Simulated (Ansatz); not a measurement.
# Is this Cd3HgTe4 structure stable?

It was reached by relaxing an invented guess, and it needn't be the stable form of this composition.

Level of theory: DFT PBE, scalar-relativistic, plane waves, PAW in Ansatz 0.2.0. Settings of the last relaxation (8-atom cell): 420 eV, 6×6×6 k points, Gaussian smearing of 0.01 eV, no spin polarisation.

```cif
data_structure
_symmetry_space_group_name_H-M 'P 1'
_symmetry_Int_Tables_number 1
_cell_length_a 6.6293
_cell_length_b 6.6293
_cell_length_c 6.6293
_cell_angle_alpha 90.000
_cell_angle_beta 90.000
_cell_angle_gamma 90.000
_cell_volume 291.35
loop_
_atom_site_label
_atom_site_type_symbol
_atom_site_fract_x
_atom_site_fract_y
_atom_site_fract_z
_atom_site_occupancy
Cd1 Cd 0.00000 0.50000 0.50000 1
Cd2 Cd 0.50000 0.00000 0.50000 1
Cd3 Cd 0.50000 0.50000 0.00000 1
Hg1 Hg 0.00000 0.00000 0.00000 1
Te1 Te 0.74905 0.74905 0.25095 1
Te2 Te 0.74905 0.25095 0.74905 1
Te3 Te 0.25095 0.74905 0.74905 1
Te4 Te 0.25095 0.25095 0.25095 1
```

The zero of energy is the elements' standard structures at the same level; no fitted shifts are applied. The references include crystalline Hg.

Task: These tests were run: energy against the elements; random kick, then relaxation without symmetry; phonons at Γ; elastic tensor. What do they show?

Result:

| test | result |
| --- | --- |
| energy against the elements | −0.389 eV/atom |
| random kick, then relaxation without symmetry | returns |
| phonons at Γ | lowest optical mode 26 cm⁻¹ |
| elastic tensor | least eigenvalue 16 GPa |

It fails none of these tests. Whether a mixture of other phases lies lower isn't tested here. Phonons away from Γ weren't computed.

Spin–orbit coupling, which can matter for Hg and Te, is left out. The reference form of Te is held partly by dispersion forces, which this level lacks. The kick test ran on a coarse mesh. The run for the phonons used a 6×6×6 k mesh. The run for the elastic tensor used a 6×6×6 k mesh.
